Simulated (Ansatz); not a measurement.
A run of Ansatz 0.2.0 is set up as follows.

input.yaml

```yaml
crystal:
  lattice:
    - [0.0, 2.7218511865, 2.7218511865]
    - [2.7218511865, 0.0, 2.7218511865]
    - [2.7218511865, 2.7218511865, 0.0]
  atoms:
    - { symbol: Si, position: [0.5, 0.5, 0.5] }
    - { symbol: Si, position: [0.75, 0.75, 0.75] }
hamiltonian:
  xc: revpbe
  pseudopotentials: { kind: paw }
kpoints:
  mp_grid: { grid: [8, 8, 8] }
scf:
  occupations: { method: fermi_dirac, width: 0.05 }
output:
  forces: true
  stress: true
  eigenvalues: true
  write_density: true
  write_potential: true
  elf: true
  volumetric_format: npy
relax:
  f_tol: 0.01
  max_steps: 40
  cell: { stress_tol: 0.05 }
```

Potentials or basis: Ansatz PAW.

Launch:

```sh
$ ansatz run input.yaml --threads 2 --pin off --max-ram 5632MiB --backend cpu --events-out ev --progress --plain --runs-dir out
```

(1) Predict the band gap on the k mesh.

(2) Predict the relaxed volume.

(3) What does it give for the relaxed cell?

Results:

(1) 0.71 eV, indirect (least direct gap 2.55 eV).

(2) 20.72 Å³/atom.

(3) a = 3.884 Å, b = 3.884 Å, c = 3.884 Å, α = 60.00°, β = 60.00°, γ = 60.00°.

Caveat: the plane-wave basis is chosen anew once the cell has moved, so the energies of steps on either side of that aren't comparable; the PAW data sets come from PBE, with cores solved anew for the run's functional, which leaves a small shift of forces and pressure.
